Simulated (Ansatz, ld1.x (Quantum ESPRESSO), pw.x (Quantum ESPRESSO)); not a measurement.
**Equation-of-state test of one ultrasoft potential (P (Z = 15))**

ld1.x (Quantum ESPRESSO) 7.5 input, shortened:

```
&input
   title='P', zed=15., rel=1, dft='PBE', iswitch=3,
   config='[Ne] 3s1.75 3p3.25'
 /
 &inputp
   pseudotype=3, tm=.true., lloc=-1, rcloc=1.15,
   nlcc=.true.
 /
4
3S  1  0   1.75   0.00  1.30  1.80  0.0
3S  1  0   0.00   0.80  1.30  1.80  0.0
3P  2  1   3.25   0.00  1.10  1.50  0.0
3P  2  1   0.00   1.10  1.10  1.50  0.0
 &test
   configts(1)='3s1.75 3p3.25'
 /
```

Atomic tests: cutoffs needed: 10 Ry and 12 Ry (the cutoffs (Ry, on a coarse ladder) from which the occupation-weighted sum of valence levels, in a spherical-Bessel basis at the reference potential, stays within 10 and 1 mRy of its value at 400 Ry); ghost test: no extra level below or beside the all-electron valence levels (s, p, d, f tested) (spherical-Bessel basis up to 400 Ry, 20 bohr box); largest excitation error: +66 meV (all-electron minus pseudo) for 3s1 3p0, out of 7 test configurations.

Crystal test: bcc P in pw.x 7.5, no spin, 15³ k-points, Fermi–Dirac smearing 0.01 Ry, cutoffs 40/600 Ry. The reference is all-electron LAPW (Ansatz 0.2.0) with the same functional, mesh and smearing; V0 and B0 come from Birch–Murnaghan fits to the pressures at five volumes. Errors are pseudo minus all-electron; Δ is the rms difference of the E(V) curves that follow from these fits, minima aligned, over ±6 % about the mean V0. Mesh and smearing are coarse, so the numbers serve the comparison and aren't converged zero-temperature values; the lattice is a test structure that the element need not adopt.

| V (Å³/atom) | P all-electron (GPa) | P pseudo (GPa) |
| --- | --- | --- |
| 13.593 | 4.70 | 7.60 |
| 13.950 | 1.90 | 4.55 |
| 14.308 | -0.58 | 1.84 |
| 14.666 | -2.78 | -0.58 |
| 15.023 | -4.74 | -2.73 |

All-electron: a0 = 3.052 Å (V0 = 14.22 Å³/atom), B0 = 95.6 GPa.

Pseudopotential: mean pressure error (GPa): +2.43; a0 (Å): 3.078; a0 error (%): +0.83; B0 error (%): +0.0; Δ (meV/atom): 7.4. This is a poor potential for the solid.

**Question.** At the middle volume, how do free energy and pressure move when the wave cutoff is lowered (ecutrho held at 600 Ry)?

**Answer.**

| cutoff (Ry) | shift of F (meV/atom) | shift of P (GPa) |
| --- | --- | --- |
| 18 | +33.9 | +0.33 |
| 24 | +15.1 | +0.20 |
| 32 | +5.5 | +0.03 |

Input at the middle volume:

```
&control
  calculation='scf', prefix='x', pseudo_dir='./', outdir='./tmp', tstress=.true., disk_io='low'
/
&system
  ibrav=0, nat=1, ntyp=1, ecutwfc=40, ecutrho=600, nbnd=9,
  occupations='smearing', smearing='fd', degauss=0.01
/
&electrons
  conv_thr=1e-09, mixing_beta=0.4, electron_maxstep=70
/
ATOMIC_SPECIES
P 1.0 P.UPF
CELL_PARAMETERS angstrom
  -1.52934798 1.52934798 1.52934798
  1.52934798 -1.52934798 1.52934798
  1.52934798 1.52934798 -1.52934798
ATOMIC_POSITIONS crystal
P 0.0000 0.0000 0.0000
K_POINTS automatic
15 15 15 0 0 0
```

```bash
pw.x < P.scf.in > P.scf.out
```

Lines of the output:

```
Message from routine setup:
     using ibrav=0 with symmetry is DISCOURAGED, use correct ibrav instead
     lattice parameter (alat)  =       5.0057  a.u.
     unit-cell volume          =      96.5552 (a.u.)^3
     number of electrons       =         5.00
     number of Kohn-Sham states=            9
     kinetic-energy cutoff     =      40.0000  Ry
     charge density cutoff     =     600.0000  Ry
     scf convergence threshold =      1.0E-09
     Exchange-correlation= PBE
     number of k points=   120  Fermi-Dirac smearing, width (Ry)=  0.0100
     iteration #  1     ecut=    40.00 Ry     beta= 0.40
     total energy              =     -15.51231348 Ry
     estimated scf accuracy    <       0.00114192 Ry
     iteration #  2     ecut=    40.00 Ry     beta= 0.40
     total energy              =     -15.51234243 Ry
     estimated scf accuracy    <       0.00038451 Ry
     iteration #  3     ecut=    40.00 Ry     beta= 0.40
     total energy              =     -15.51236020 Ry
     estimated scf accuracy    <       0.00000638 Ry
     iteration #  4     ecut=    40.00 Ry     beta= 0.40
     total energy              =     -15.51236116 Ry
     estimated scf accuracy    <       0.00000001 Ry
     iteration #  5     ecut=    40.00 Ry     beta= 0.40
     total energy              =     -15.51236122 Ry
     estimated scf accuracy    <          5.7E-09 Ry
     iteration #  6     ecut=    40.00 Ry     beta= 0.40
     total energy              =     -15.51236122 Ry
     estimated scf accuracy    <       0.00000001 Ry
     iteration #  7     ecut=    40.00 Ry     beta= 0.40
     the Fermi energy is    11.2692 ev
!    total energy              =     -15.51236122 Ry
     estimated scf accuracy    <          5.5E-11 Ry
     smearing contrib. (-TS)   =      -0.00215034 Ry
     The total energy is F=E-TS. E is the sum of the following terms:
     one-electron contribution =       5.96495687 Ry
     hartree contribution      =       0.21246301 Ry
     xc contribution           =      -5.94726762 Ry
     ewald contribution        =     -15.74036315 Ry
     convergence has been achieved in   7 iterations
          total   stress  (Ry/bohr**3)                   (kbar)     P=       18.38
```

The run at the middle volume (120 k-points, 7 iterations) took about 7.7 s on one core of a shared host (Neoverse-V1, 32 threads, 247 GiB, load 24).
